**Estimating the optical vibrations of hexagonal diamond by hand**

Hexagonal diamond holds one kind of atom and very nearly one bond length, so a first guess would put all its optical vibrations at about the same frequency. The calculation spreads them from 535 to 1311 cm⁻¹. The softest has less than half the frequency of the stiffest, although every atom has the same four neighbours. The spread comes from how the atoms move, and it can be estimated with three constants and a square root.

Zone-centre phonons of hexagonal diamond (4-atom cell) were computed with GPAW 26.7.0, using the C09-vdW functional, PAW data sets (gpaw-data 1.2.1) and a real-space grid of 0.16 Å spacing. The k mesh was 12×12×7, with Fermi–Dirac smearing of 0.05 eV. The atoms were relaxed in a fixed cell, then displaced by 0.02 Å to obtain the harmonic frequencies.

```tsv
row	phonon q row (row)	phonon frequency (cm⁻¹)
1	1	0.0
2	1	0.0
3	1	0.0
4	1	535.0
5	1	535.0
6	1	1115.1
7	1	1181.5
8	1	1181.5
9	1	1242.4
10	1	1290.2
11	1	1290.2
12	1	1310.9
```

The functional C09-vdW already contains nonlocal correlation, and no separate dispersion correction was added. Each row is one vibration, and the phonon frequency is its wavenumber. All rows belong to the same wave vector, the zone centre Γ, where every unit cell moves in step. Rows 1 to 3 are shifts of the whole crystal, which cost no energy. The other nine rows form three pairs of equal frequency and three single levels.

**Four atoms, two kinds of link**

Because all cells move together, each of the four atoms in the cell stands for a whole sheet of atoms. Two sheets joined by slanted bonds make a puckered layer, and bonds parallel to the hexagonal axis join one layer to the next. Each atom thus has one axial bond and three slanted ones. The crystal at Γ behaves like a ring of four equal masses, with axial and slanted links in turn.

Symmetry sorts the motions of such a ring. There is an inversion centre in the middle of each slanted bond and a mirror plane through the middle of each axial bond. Together they allow only three optical patterns: the axial links change, the slanted links change, or both do. Each pattern can run along the axis, giving a single level, or sideways, giving a pair.

This already explains the low pair in rows 4 and 5. Here the puckered layers slide over each other as rigid units. The slanted bonds keep their length and direction, and the axial bonds tilt without changing length to first order. Only bond angles resist, and angles are much softer than bond lengths. The low frequency is therefore no sign of a weak bond.

**From bonds to a formula**

The squared frequency is a stiffness divided by a mass. The mass is always that of carbon, so only the stiffness has to be counted. In each pattern all four atoms move equally far, and a link that changes does so by twice that distance. Take this change as one unit, and add up what happens at one atom.

Three costs are enough. The first is the squared stretch of each bond. The second is the squared change of each bond angle, measured as in Keating's model by the change in the dot product of the two bond vectors. The third is a coupling between the stretches of two bonds that share an atom. The dot product also changes when a bond only changes its length. The bend column below therefore has a small entry for layers that approach and part, although no angle changes there.

The fractions follow from the tetrahedral angle, whose cosine is −1/3. Take the pattern in which the layers flatten and pucker along the axis:

- Each slanted bond stretches by 1/3, so the three squares add up to 1/3.
- The dot product changes by 1 for each of the three pairs of an axial and a slanted bond, and by 2/3 for each of the three pairs of slanted bonds. The squares add up to 3 + 4/3 = 13/3.
- The three pairs of slanted bonds each give a product of 1/9, together 1/3.

The other patterns are counted in the same way. In the last column ν is the frequency in thousands of cm⁻¹. S is the stretch constant, B the bend constant and T the coupling constant, scaled so that the fractions stay simple.

| Motion | Rows | Stretch | Bend | Coupling | ν² |
|---|---|---|---|---|---|
| layers slide sideways | 4, 5 | 0 | 4/3 | 0 | B |
| layers approach and part | 6 | 1 | 1/3 | 0 | S + B/4 |
| sheets within a layer slide | 7, 8 | 4/3 | 4/3 | −2/3 | 4S/3 + B − T |
| layers flatten and pucker | 9 | 1/3 | 13/3 | 1/3 | S/3 + 13B/4 + T/2 |
| both links change | 10, 11, 12 | 4/3 | 8/3 | −2/3 | 4S/3 + 2B − T |

Which motion belongs to which row is an inference. The pairs must be sideways motions and the single levels motions along the axis. Within each group the order was chosen to agree with the model.

**Setting the constants**

Three levels fix the three constants, one after the other. Row 4 gives B directly as the square of its frequency. Row 6 then gives S once a quarter of B is taken away, and row 7 gives T. Rounded for work by hand, the constants are

S = 1.17, B = 0.29, T = 0.45.

The stretch constant can be held against ordinary chemistry. Multiplied by half the mass of a carbon atom, it corresponds to a bond stiffness of about 410 N/m. A carbon–carbon single bond has roughly 450 N/m, a recalled figure. Someone with no frequencies at all could thus start from the bond and get the right size for S, but would still need information on bending and coupling.

**Two rows worked in full**

Neither of these rows was used to set the constants. Row 9 is the motion in which the layers flatten and pucker:

ν² = S/3 + 13B/4 + T/2 = 0.39 + 0.9425 + 0.225 = 1.5575

The square of 1.25 is 1.5625, so the root lies just below 1.25, at 1.248. The estimate is 1248 cm⁻¹, and the calculation gives 1242. In this model more than half of the sum comes from bending. The motion is stiff although its bonds stretch little, because it changes all six angles at every atom.

Row 12 is the motion along the axis in which both links change:

ν² = 4S/3 + 2B − T = 1.56 + 0.58 − 0.45 = 1.69

The root is 1.30, so the estimate is 1300 cm⁻¹ against a computed 1311. The same number serves for the sideways pair in rows 10 and 11, computed at 1290. In this pattern some bonds at each atom lengthen while others shorten, and the coupling then lowers the cost.

**A shortcut for the sideways pairs**

The formulas for the three pairs contain a relation that needs no constants. Add the squares of the two lower pairs, and the result is the square of the highest:

ν²(row 10) = ν²(row 4) + ν²(row 7)

With the computed values, 0.535² + 1.1815² = 1.682, which gives 1297 cm⁻¹. That is half a percent above the 1290 of row 10. The reason is that sideways changes of the axial and the slanted links do not disturb each other in this model, so their costs simply add.

Along the axis this shortcut fails badly. Adding the squares of rows 6 and 9 would give about 1670 cm⁻¹ for the highest single level, far above the computed 1311. When both links change along the axis, their effects on the dot products partly cancel, and the coupling changes sign. The full formula is needed there.

**How far to trust it**

Over the nine optical rows the rounded rule misses the computed frequency by 0.5 % on average and by 0.8 % at worst. This is a less severe test than it sounds, since three of the six levels set the constants. What remains as a check is two numbers, one for row 9 and one shared by rows 10 to 12, and the choice of motion for row 9 already leaned on the model. With unrounded constants the largest miss on those rows is 1.1 %, so the slightly better figure after rounding is luck.

The coupling earns its place. Without it, the best least-squares fit of S and B to the nine squared frequencies puts row 6 about 15 % too low and row 4 about 9 % too high. In this form, stretching and bending alone do not describe the computed frequencies well. What T stands for is less certain: it may be a true interaction between neighbouring bonds, or it may absorb forces that reach further.

The assignment can be tested in the same spirit. Suppose that row 9, and not row 6, were the motion in which the layers approach and part. Constants set from rows 4, 7 and 9 would then predict 1359 cm⁻¹ for row 6, which is 22 % too high. Within this model the order in the table of motions is clearly the better one, though only the atomic displacements themselves could prove it.

**Where the rule stops**

The rule gives rows 10 to 12 one common frequency, because it treats all four bonds as equal and lets only bonds that share an atom act on each other. The calculation separates the single level from the pair by about 21 cm⁻¹. Hexagonal symmetry allows such a splitting, but its size should be read with care. The atoms were relaxed while the cell kept its ideal proportions, and a relaxed cell could shift these levels. Errors of the real-space grid also make differences of a few cm⁻¹ unsafe to interpret.

The formulas hold only at Γ. At other wave vectors neighbouring cells move out of step, and the simple ring of four masses no longer applies as it stands.

Cubic diamond shows how to carry the idea over. It has the same tetrahedral bonds in a different stacking, and its smallest cell holds only two atoms. At its zone centre the only optical motion is the one in which both links change, and cubic symmetry makes it an exact triplet. With the constants found here the estimate is again 1300 cm⁻¹, a transfer that this table does not test. Close relatives of the other motions sit at the edge of the cubic zone, where neighbouring layers move in opposite ways. In the hexagonal stacking two layers share one cell, so such motions appear at Γ.

A polar crystal with the same stacking, such as wurtzite boron nitride, needs more than new constants. It has two different masses, and some of its vibrations set up an electric field that adds to their stiffness.

For a quick estimate in this carbon network, first ask which links change and in which direction. If no bond changes length, expect a low frequency set by B alone. Otherwise take the matching formula and its root, and expect the result to lie within about one percent of this calculation, which is not the same as one percent of a measured value.
